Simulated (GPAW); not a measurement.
GaP:

```
Ga P
1.0
     0.00000    2.72525    2.72525
     2.72525    0.00000    2.72525
     2.72525    2.72525    0.00000
Ga P
1 1
Direct
  0.00000 0.00000 0.00000
  0.25000 0.25000 0.25000
```

Base run:

* Program: GPAW 26.7.0
* Functional: PBE
* Potentials or basis: PAW data sets generated in the run's folder for this functional
* Cutoff: 600 eV
* Basis: pw
* k mesh: 8 × 8 × 8
* Occupations: fermi-dirac, width 0.05 eV
* Spin: no spin polarisation

Its results: band gap on the k mesh 1.67 eV, indirect (least direct gap 1.89 eV); pressure 4.5 GPa.

Q: The run is repeated on the same cell with these changes: functional from PBE to LDA; band points from 80 to 100. What comes out?

A: Band gap on the k mesh 1.51 eV, indirect (least direct gap 1.69 eV); pressure -0.8 GPa.

A k mesh can miss the band edges.
